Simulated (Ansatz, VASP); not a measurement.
MgH in VASP and in Ansatz

```
Mg H
1.0
     2.98152    0.00000    0.00000
     0.00000    2.98152    0.00000
     0.00000    0.00000    3.17288
Mg H
1 1
Direct
  0.50000 0.50000 0.00000
  0.00000 0.00000 0.00000
```

Alike in both runs: functional PBE; k mesh 18 × 18 × 18; occupations gaussian, width 0.1 eV; no spin polarisation.

Ansatz relaxed the structure, and its values are those at the end. VASP's run is a single point on that final structure, the one shown.

```csv
,VASP,Ansatz
version,VASP 6.6.1,Ansatz 0.2.0
potentials or method,"VASP PAW PBE potentials, release 64 (Mg, H)","scalar-relativistic, plane waves, PAW"
plane-wave cutoff (eV),520,420
valence electrons in the cell,3,11
```

|  | VASP | Ansatz | Ansatz less VASP |
| --- | --- | --- | --- |
| gap on the k mesh at the Fermi level (eV) | none | none | - |
| pressure (GPa) | -0.2 | 0.0 | +0.17 |

A gap of «none» marks a metal or a gap that the smearing closes. With one functional, cell and mesh, what is left measures potentials, basis and numerics. The two sets of potentials don't hold the same shells in valence.
